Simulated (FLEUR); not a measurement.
## 1 ML Co on Pd(001), 1 substrate layers: which magnetic order is lowest

Aim: find out whether 1 ML Co on Pd(001), 1 substrate layers carries moments, and which collinear order costs least.

Method: LDA (VWN); all-electron FLAPW film, Dirac cores, scalar-relativistic bands, in FLEUR MaX-R8.1.

### Step 1. Starting point

The cell holds 2 atoms: 1 Pd and 1 Co. Its edges and angles: a = 2.753 Å, b = 2.753 Å, c = 15.763 Å, α = 90.0°, β = 90.0°, γ = 90.0°. Pseudomorphic film on a typed substrate lattice, hard-sphere layer spacings, unrelaxed. Vacuum lies along c.

Coordinates:

```cif
data_structure
_symmetry_space_group_name_H-M 'P 1'
_symmetry_Int_Tables_number 1
_cell_length_a 2.7528
_cell_length_b 2.7528
_cell_length_c 15.7632
_cell_angle_alpha 90.000
_cell_angle_beta 90.000
_cell_angle_gamma 90.000
_cell_volume 119.45
loop_
_atom_site_label
_atom_site_type_symbol
_atom_site_fract_x
_atom_site_fract_y
_atom_site_fract_z
_atom_site_occupancy
Pd1 Pd 0.00000 0.00000 0.44407 1
Co2 Co 0.50000 0.50000 0.55593 1
```

### Step 2. Order 1, typed as ferro +

The parallel start comes first: it shows whether parallel moments hold.

inpgen writes inp.xml from crystal.txt; cutoffs, mixing, functional, smearing and local orbitals are then set in the file. The k list default-1 (kpts.xml, not shown) is a Γ-centred 10×10×1 mesh; where the ranks do not divide the number of points, some are split in two of half the weight.

inp.xml reads:

```
<?xml version="1.0" encoding="UTF-8" standalone="no"?>
<fleurInput fleurInputVersion="0.39">
   <comment>
      CoPd
   </comment>
   <calculationSetup>
      <cutoffs Kmax="3.6" Gmax="10.8" GmaxXC="10.8" numbands="0"/>
      <scfLoop itmax="120" minDistance="0.00002" maxIterBroyd="15" imix="Anderson" alpha="0.03" precondParam="0.0" spinf="2.0" sdNocoIR="T"/>
      <coreElectrons ctail="T" frcor="F" kcrel="0" coretail_lmax="0"/>
      <xcFunctional name="vwn" relativisticCorrections="F"/>
      <magnetism jspins="2"/>
      <soc l_soc="F" theta="0.0" phi="0.0" spav="F"/>
      <expertModes spex="0" secvar="F"/>
      <geometryOptimization l_f="F" forcealpha="1.0" forcemix="BFGS" epsdisp="0.00001" epsforce="0.00001"/>
      <ldaU l_linMix="F" mixParam="0.05" spinf="1.0"/>
   </calculationSetup>
   <cell>
      <bzIntegration valenceElectrons="33.0" mode="hist" fermiSmearingEnergy="0.00293995">
         <kPointListSelection listName="default-1"/>
         <xi:include xmlns:xi="http://www.w3.org/2001/XInclude" href="kpts.xml"> </xi:include>
      </bzIntegration>
      <xi:include xmlns:xi="http://www.w3.org/2001/XInclude" href="sym.xml"> </xi:include>
      <filmLattice scale="1.0" dVac="8.85" dTilda="11.35">
         <bravaisMatrixFilm>
            <row-1>    5.2019757148367676     0.0000000000000000</row-1>
            <row-2>    0.0000000000000000     5.2019757148367676</row-2>
         </bravaisMatrixFilm>
         <vacuumEnergyParameters vacuum="1" spinUp="-.25" spinDown="-.25"/>
         <vacuumEnergyParameters vacuum="2" spinUp="-.25" spinDown="-.25"/>
      </filmLattice>
   </cell>
   <atomSpecies>
      <species name="Palladium (Pd)" element="Pd" atomicNumber="46">
         <mtSphere radius="2.36" gridPoints="781" logIncrement="0.016"/>
         <atomicCutoffs lmax="8" lnonsphr="6"/>
         <electronConfig flipSpins="F">
            <coreConfig>(1s1/2) (2s1/2) (2p1/2) (2p3/2) (3s1/2) (3p1/2) (3p3/2) (4s1/2) (3d3/2) (3d5/2)</coreConfig>
            <valenceConfig>(4p1/2) (4p3/2) (5s1/2) (4d3/2) (4d5/2)</valenceConfig>
            <stateOccupation state="(5s1/2)" spinUp="0.500000" spinDown="0.500000"/>
            <stateOccupation state="(4d3/2)" spinUp="1.800000" spinDown="1.800000"/>
            <stateOccupation state="(4d5/2)" spinUp="2.700000" spinDown="2.700000"/>
         </electronConfig>
         <energyParameters s="5" p="5" d="4" f="4"/>
         <lo type="SCLO" l="1" n="4" eDeriv="0"/>
      </species>
      <species name="Cobalt (Co2.000" element="Co" atomicNumber="27">
         <mtSphere radius="2.36" gridPoints="781" logIncrement="0.016"/>
         <atomicCutoffs lmax="8" lnonsphr="6"/>
         <electronConfig flipSpins="F">
            <coreConfig>(1s1/2) (2s1/2) (2p1/2) (2p3/2)</coreConfig>
            <valenceConfig>(3s1/2) (3p1/2) (3p3/2) (4s1/2) (3d3/2) (3d5/2)</valenceConfig>
            <stateOccupation state="(3d3/2)" spinUp="1.5" spinDown="1.3"/>
            <stateOccupation state="(3d5/2)" spinUp="3.0" spinDown="1.2"/>
         </electronConfig>
         <energyParameters s="4" p="4" d="3" f="4"/>
         <lo type="SCLO" l="0" n="3" eDeriv="0"/>
         <lo type="SCLO" l="1" n="3" eDeriv="0"/>
      </species>
   </atomSpecies>
   <atomGroups>
      <atomGroup species="Palladium (Pd)">
         <filmPos label="                   1">.0000000000 .0000000000 -1.6660249149</filmPos>
         <force calculate="T" relaxXYZ="TTT"/>
      </atomGroup>
      <atomGroup species="Cobalt (Co2.000">
         <filmPos label="                   2">1.000/2.000 1.000/2.000 1.6660249149</filmPos>
         <force calculate="T" relaxXYZ="TTT"/>
      </atomGroup>
   </atomGroups>
   <output dos="F" band="F" slice="F">
      <bandDOS minEnergy="-.5*Htr" maxEnergy="0.5*Htr" sigma="0.015" storeEVData="T"/>
      <plotting iplot="0" polar="F">
         <plot TwoD="T" vec1="  1.0  0.0  0.0" vec2="  0.0  1.0  0.0" vec3="  0.0  0.0  1.0" zero="  0.0  0.0 -0.5" file="plot"/>
      </plotting>
      <moessbauerParams electricFieldGradient="F" isomerShift="F" coreHyperfine="F" valenceHyperfine="F"/>
   </output>
</fleurInput>
```

crystal.txt reads:

```
CoPd
&input film=T cartesian=F /
2.75276700000  0.00000000000  0.00000000000
0.00000000000  2.75276700000  0.00000000000
0.00000000000  0.00000000000  1.00000000000
1.8897261246
1.0 1.0 1.0

2
46 0.00000000000  0.00000000000  -1.66602491487
27 0.50000000000  0.50000000000  1.66602491487 : 2.000

&kpt div1=10 div2=10 div3=1 gamma=T /
```

Command:

```
$ OMP_NUM_THREADS=1 inpgen -f crystal.txt > inpgen.log  # inp.xml is then edited as shown
$ OMP_NUM_THREADS=1 mpirun -n 4 fleur_MPI > fleur.log
```

The program printed:

```text
Welcome to FLEUR        (www.flapw.de)
      MaX-Release 8.1          (www.max-centre.eu)

 ========== k-point set info ==========
 Selected k-point list: default-1
 k-point list type: mesh
 0 x 0 x 0
 Number of k points: 24

 ------------Calculation Setup---------------------------
 Number of MPI-tasks      :            4
 Number of PE/node        :            4
 Number of OMP-threads    :            1
 k-points in parallel     :            4
 pe's per k-point         :            1
 No of k-point loops      :            6
 Eigenvalue solver        :       lapack
 Number of basis functions:          268
 Approximate size of matrices (H+S) per k-point:         0.002 GB
 --------------------------------------------------------
 Iteration:     1   Distance:      48.66502861 me/bohr^3
 Iteration:     2   Distance:       9.38809246 me/bohr^3
 Iteration:     3   Distance:       9.13617536 me/bohr^3
 Iteration:     4   Distance:       7.21873532 me/bohr^3
 Iteration:     5   Distance:       6.47498974 me/bohr^3
 Iteration:     6   Distance:       6.36205820 me/bohr^3
 Iteration:     7   Distance:       5.12940787 me/bohr^3
 Iteration:     8   Distance:       4.28207270 me/bohr^3
 Iteration:     9   Distance:       1.92842930 me/bohr^3
 Iteration:    10   Distance:       2.08197408 me/bohr^3
 Iteration:    11   Distance:       1.83918726 me/bohr^3
 Iteration:    12   Distance:       1.77229585 me/bohr^3
 Iteration:    13   Distance:       0.42654623 me/bohr^3
 Iteration:    14   Distance:       0.47426550 me/bohr^3
 Iteration:    15   Distance:       0.06541701 me/bohr^3
 Iteration:    16   Distance:       0.06427504 me/bohr^3
 Iteration:    17   Distance:       0.04652073 me/bohr^3
 Iteration:    18   Distance:       0.04611637 me/bohr^3
 Iteration:    19   Distance:       0.01944468 me/bohr^3
 Iteration:    20   Distance:       0.01004910 me/bohr^3
 Iteration:    21   Distance:       0.00942677 me/bohr^3
 Iteration:    22   Distance:       0.00447967 me/bohr^3
 Iteration:    23   Distance:       0.00113448 me/bohr^3
 Iteration:    24   Distance:       0.00089315 me/bohr^3
 Iteration:    25   Distance:       0.00065751 me/bohr^3
 Iteration:    26   Distance:       0.00016109 me/bohr^3
 Iteration:    27   Distance:       0.00016477 me/bohr^3
 Iteration:    28   Distance:       0.00006278 me/bohr^3
 Iteration:    29   Distance:       0.00001148 me/bohr^3

 ********************************************************************
 Run finished successfully
 Stop message:
   all done
 ********************************************************************

--- out.xml (last complete iteration) ---
<iteration numberForCurrentRun="   29" overallNumber="   29">
         [... left out ...]
         <bandgap value="0.0273841275" units="eV"/>
         <sumValenceSingleParticleEnergies value="-38.1792203248" units="Htr"/>
         <FermiEnergy value="-0.1826764942" units="Htr"/>
         <valenceDensity>
            <mtCharges spin="1">
               <mtCharge atomType="1" total="7.3738497" s="0.1503396" p="3.0670849" d="4.1446384" f="0.0091509"/>
               <mtCharge atomType="2" total="8.9535442" s="1.1985859" p="3.1199027" d="4.6232770" f="0.0087393"/>
            </mtCharges>
            <mtCharges spin="2">
               <mtCharge atomType="1" total="7.0496759" s="0.1566289" p="3.0733354" d="3.8087613" f="0.0085735"/>
               <mtCharge atomType="2" total="6.8639250" s="1.1915378" p="3.1237365" d="2.5372599" f="0.0084608"/>
            </mtCharges>
            <spinDependentCharge spin="1" total="17.6905344" interstitial="1.2631722" mtSpheres="16.3273938" vacuum1="0.0450672" vacuum2="0.0549012"/>
            <spinDependentCharge spin="2" total="15.3094659" interstitial="1.2937072" mtSpheres="13.9136009" vacuum1="0.0519953" vacuum2="0.0501625"/>
            <totalCharge value="33.0000002898"/>
         </valenceDensity>
         [... left out ...]
         <allElectronCharges>
            <spinDependentCharge spin="1" total="37.6905344" interstitial="1.2642589" mtSpheres="36.3263020" vacuum1="0.0450672" vacuum2="0.0549062"/>
            <spinDependentCharge spin="2" total="35.3094659" interstitial="1.2948010" mtSpheres="33.9125020" vacuum1="0.0519953" vacuum2="0.0501676"/>
            <totalCharge value="73.0000002677"/>
         </allElectronCharges>
         <magneticMomentsInMTSpheres units="muBohr">
            <globalMagMoment atomType="1" vec="0.00000   0.00000   0.32418"/>
            <localMagMoment atomType="1" vec="0.00000   0.00000   0.32418"/>
            <globalMagMoment atomType="2" vec="0.00000   0.00000   2.08962"/>
            <localMagMoment atomType="2" vec="0.00000   0.00000   2.08962"/>
         </magneticMomentsInMTSpheres>
         <moessbauerParams unitsHFF="kG" unitsIS="e/bohr^3" unitsEFG="Htr/bohr^2">
         </moessbauerParams>
         <totalEnergy value="    -6433.4123233283" units="Htr">
            <sumOfEigenvalues value="    -3849.2054330269">
               <coreElectrons value="-3811.0262127021"/>
               <valenceElectrons value="-38.1792203248"/>
            </sumOfEigenvalues>
            <densityCoulombPotentialIntegral value="-10263.9151907525"/>
            <densityEffectivePotentialIntegral value="-10524.4816689571"/>
            <chargeDenXCDenIntegral value="-196.6209688262"/>
            <FockExchangeEnergyValence value="0.0000000000"/>
            <FockExchangeEnergyCore value="0.0000000000"/>
            <atomTypeDependentContributions atomType="1">
               <electronNucleiInteractionDifferentMTs value="6098.9219114323"/>
               <MadelungTerm value="-11.4414521848"/>
            </atomTypeDependentContributions>
            <atomTypeDependentContributions atomType="2">
               <electronNucleiInteractionDifferentMTs value="1665.0739975033"/>
               <MadelungTerm value="-4.6726339356"/>
            </atomTypeDependentContributions>
            <tkbTimesEntropy value="0.0026029034"/>
            <freeEnergy value="-6433.4149262317"/>
            <extrapolationTo0K value="-6433.4136247800"/>
         </totalEnergy>
         <densityConvergence units="me/bohr^3">
            <chargeDensity spin="1" distance="0.0000079438"/>
            <chargeDensity spin="2" distance="0.0000055083"/>
            <overallChargeDensity distance="0.0000074289"/>
            <spinDensity distance="0.0000114762"/>
         </densityConvergence>
      </iteration>
```

The job ended after 19 s (4 MPI ranks of Intel Xeon 6975P-C (Granite Rapids), shared host; peak memory 0.27 GiB; 72 s of CPU time).

Read from the output:

```yaml
free_energy: -175062.1384 eV
program_s_band_gap_on_this_mesh_in_a_metal_only_a_level_spacing: 0.02738 eV
magnetization: 2.381 μB
final_state: ferromagnetic
largest_moment: 2.090 μB
```

After 29 cycles the largest moment stands at 2.09 μB.

### Step 3. Order 2, typed as antiferro q=(1/2,1/2,0) +-

An opposed order shows whether neighbours prefer unlike signs.

The cell is doubled to 4 atoms to hold this order. The mesh is halved along the doubled vector, so that both cells sample the same points. The k list default-1 (kpts.xml, not shown) is a Γ-centred 5×10×1 mesh.

Edit inp.xml of step 2 so:

```diff
@@ -17,3 +17,3 @@
    <cell>
-      <bzIntegration valenceElectrons="33.0" mode="hist" fermiSmearingEnergy="0.00293995">
+      <bzIntegration valenceElectrons="66.0" mode="hist" fermiSmearingEnergy="0.00293995">
          <kPointListSelection listName="default-1"/>
@@ -24,4 +24,4 @@
          <bravaisMatrixFilm>
-            <row-1>    5.2019757148367676     0.0000000000000000</row-1>
-            <row-2>    0.0000000000000000     5.2019757148367676</row-2>
+            <row-1>   10.4039514296735351     0.0000000000000000</row-1>
+            <row-2>    5.2019757148367676     5.2019757148367676</row-2>
          </bravaisMatrixFilm>
@@ -58,2 +58,15 @@
       </species>
+      <species name="Cobalt (Co-2.000" element="Co" atomicNumber="27">
+         <mtSphere radius="2.36" gridPoints="781" logIncrement="0.016"/>
+         <atomicCutoffs lmax="8" lnonsphr="6"/>
+         <electronConfig flipSpins="F">
+            <coreConfig>(1s1/2) (2s1/2) (2p1/2) (2p3/2)</coreConfig>
+            <valenceConfig>(3s1/2) (3p1/2) (3p3/2) (4s1/2) (3d3/2) (3d5/2)</valenceConfig>
+            <stateOccupation state="(3d3/2)" spinUp="1.3" spinDown="1.5"/>
+            <stateOccupation state="(3d5/2)" spinUp="1.2" spinDown="3.0"/>
+         </electronConfig>
+         <energyParameters s="4" p="4" d="3" f="4"/>
+         <lo type="SCLO" l="0" n="3" eDeriv="0"/>
+         <lo type="SCLO" l="1" n="3" eDeriv="0"/>
+      </species>
    </atomSpecies>
@@ -62,2 +75,3 @@
          <filmPos label="                   1">.0000000000 .0000000000 -1.6660249149</filmPos>
+         <filmPos label="                   2">1.000/2.000 .0000000000 -1.6660249149</filmPos>
          <force calculate="T" relaxXYZ="TTT"/>
@@ -65,3 +79,7 @@
       <atomGroup species="Cobalt (Co2.000">
-         <filmPos label="                   2">1.000/2.000 1.000/2.000 1.6660249149</filmPos>
+         <filmPos label="                   3">.0000000000 1.000/2.000 1.6660249149</filmPos>
+         <force calculate="T" relaxXYZ="TTT"/>
+      </atomGroup>
+      <atomGroup species="Cobalt (Co-2.000">
+         <filmPos label="                   4">1.000/2.000 1.000/2.000 1.6660249149</filmPos>
          <force calculate="T" relaxXYZ="TTT"/>
```

crystal.txt reads:

```
CoPd
&input film=T cartesian=F /
5.50553400000  0.00000000000  0.00000000000
2.75276700000  2.75276700000  0.00000000000
0.00000000000  0.00000000000  1.00000000000
1.8897261246
1.0 1.0 1.0

4
46 0.00000000000  0.00000000000  -1.66602491487
46 0.50000000000  0.00000000000  -1.66602491487
27 0.00000000000  0.50000000000  1.66602491487 : 2.000
27 0.50000000000  0.50000000000  1.66602491487 : -2.000

&kpt div1=5 div2=10 div3=1 gamma=T /
```

The program printed:

```text
[banner, memory and clock lines left out]
Welcome to FLEUR        (www.flapw.de)
      MaX-Release 8.1          (www.max-centre.eu)

 ========== k-point set info ==========
 Selected k-point list: default-1
 k-point list type: mesh
 0 x 0 x 0
 Number of k points: 20

 ------------Calculation Setup---------------------------
 Number of PE/node        :            4
 Number of OMP-threads    :            1
 k-points in parallel     :            4
 pe's per k-point         :            1
 No of k-point loops      :            5
 Eigenvalue solver        :       lapack
 Number of basis functions:          522
 Approximate size of matrices (H+S) per k-point:         0.008 GB
 Iteration:     1   Distance:      49.42544066 me/bohr^3
 Iteration:     2   Distance:      10.29194084 me/bohr^3
 Iteration:     3   Distance:      10.02023345 me/bohr^3
 Iteration:     4   Distance:       6.98377616 me/bohr^3
 Iteration:     5   Distance:       6.52947365 me/bohr^3
 Iteration:     6   Distance:       3.77363199 me/bohr^3
 Iteration:     7   Distance:       3.29785914 me/bohr^3
 Iteration:     8   Distance:       3.28782680 me/bohr^3
 Iteration:     9   Distance:       1.98009347 me/bohr^3
 Iteration:    10   Distance:       3.70353691 me/bohr^3
[... 18 iterations left out ...]
 Iteration:    29   Distance:       0.00022764 me/bohr^3
 Iteration:    30   Distance:       0.00014534 me/bohr^3
 Iteration:    31   Distance:       0.00014263 me/bohr^3
 Iteration:    32   Distance:       0.00013578 me/bohr^3
 Iteration:    33   Distance:       0.00010043 me/bohr^3
 Iteration:    34   Distance:       0.00006803 me/bohr^3
 Iteration:    35   Distance:       0.00004033 me/bohr^3
 Iteration:    36   Distance:       0.00002498 me/bohr^3
 Iteration:    37   Distance:       0.00002099 me/bohr^3
 Iteration:    38   Distance:       0.00000953 me/bohr^3

 ********************************************************************
 Run finished successfully
 Stop message:
   all done
 ********************************************************************

--- out.xml (last complete iteration) ---
<iteration numberForCurrentRun="   38" overallNumber="   38">
         [... left out ...]
         <bandgap value="0.0000000000" units="eV"/>
         <sumValenceSingleParticleEnergies value="-76.3070703576" units="Htr"/>
         <FermiEnergy value="-0.1827756775" units="Htr"/>
         <valenceDensity>
            <mtCharges spin="1">
               <mtCharge atomType="1" total="7.2076883" s="0.1541335" p="3.0708913" d="3.9711998" f="0.0089571"/>
               <mtCharge atomType="2" total="8.8707251" s="1.2100526" p="3.1330221" d="4.5160073" f="0.0087197"/>
               <mtCharge atomType="3" total="6.9588587" s="1.1813488" p="3.1099324" d="2.6559385" f="0.0086136"/>
            </mtCharges>
            <mtCharges spin="2">
               <mtCharge atomType="1" total="7.2076883" s="0.1541335" p="3.0708913" d="3.9711998" f="0.0089571"/>
               <mtCharge atomType="2" total="6.9588592" s="1.1813488" p="3.1099324" d="2.6559390" f="0.0086136"/>
               <mtCharge atomType="3" total="8.8707251" s="1.2100526" p="3.1330221" d="4.5160073" f="0.0087197"/>
            </mtCharges>
            <spinDependentCharge spin="1" total="33.0000000" interstitial="2.5514683" mtSpheres="30.2449604" vacuum1="0.0973627" vacuum2="0.1062086"/>
            <spinDependentCharge spin="2" total="33.0000006" interstitial="2.5514683" mtSpheres="30.2449609" vacuum1="0.0973627" vacuum2="0.1062086"/>
            <totalCharge value="66.0000005779"/>
         </valenceDensity>
         [... left out ...]
         <magneticMomentsInMTSpheres units="muBohr">
            <globalMagMoment atomType="1" vec="0.00000   0.00000   0.00000"/>
            <localMagMoment atomType="1" vec="0.00000   0.00000   0.00000"/>
            <globalMagMoment atomType="2" vec="0.00000   0.00000   1.91187"/>
            <localMagMoment atomType="2" vec="0.00000   0.00000   1.91187"/>
            <globalMagMoment atomType="3" vec="0.00000   0.00000  -1.91187"/>
            <localMagMoment atomType="3" vec="0.00000   0.00000  -1.91187"/>
         </magneticMomentsInMTSpheres>
         [... left out ...]
         <totalEnergy value="   -12866.8019907617" units="Htr">
            <sumOfEigenvalues value="    -7698.4846815437">
               <coreElectrons value="-7622.1776111862"/>
               <valenceElectrons value="-76.3070703576"/>
            </sumOfEigenvalues>
            <densityCoulombPotentialIntegral value="-20527.9325682333"/>
            <densityEffectivePotentialIntegral value="-21049.0444185945"/>
            <chargeDenXCDenIntegral value="-393.2265185988"/>
            <FockExchangeEnergyValence value="0.0000000000"/>
            <FockExchangeEnergyCore value="0.0000000000"/>
         [... left out ...]
            <tkbTimesEntropy value="0.0102301838"/>
            <freeEnergy value="-12866.8122209456"/>
            <extrapolationTo0K value="-12866.8071058537"/>
         </totalEnergy>
         <densityConvergence units="me/bohr^3">
            <chargeDensity spin="1" distance="0.0000042005"/>
            <chargeDensity spin="2" distance="0.0000071150"/>
            <overallChargeDensity distance="0.0000095293"/>
            <spinDensity distance="0.0000067622"/>
         </densityConvergence>
      </iteration>
```

Elapsed: 71 s, on 4 MPI ranks; peak memory 0.49 GiB.

Spin moment in the muffin-tin sphere by atom:

| atom | spin moment in the muffin-tin sphere (μB) |
| --- | --- |
| Pd1 | 0.00 |
| Pd2 | 0.00 |
| Co3 | 1.91 |
| Co4 | -1.91 |

Read from the output:

- free energy: -350123.7971 eV
- program's band gap on this mesh (in a metal only a level spacing): 0 eV
- magnetization: 0 μB
- final state: antiferromagnetic

It lies 240 meV a seeded atom over the first start, and its largest moment is 1.91 μB against 2.09 μB.

(Part 1 of 3 ends here.)

[Logs and program files are shortened in this print: banners, set-up blocks, solver, clock and traceback lines can be left out without a mark of their own.]

[Logs are printed without paths, hosts, clocks, repeated set-up lines and the standing remarks that a program may print on its own settings, such as how far it seeks lower states.]

[Hosts, paths, dates, database ids (printed as entryN), source tags and the programs' standing remarks are cut or masked in the printed files.]

[Where a cell is said to come from a database of computed structures, the database is the Materials Project.]
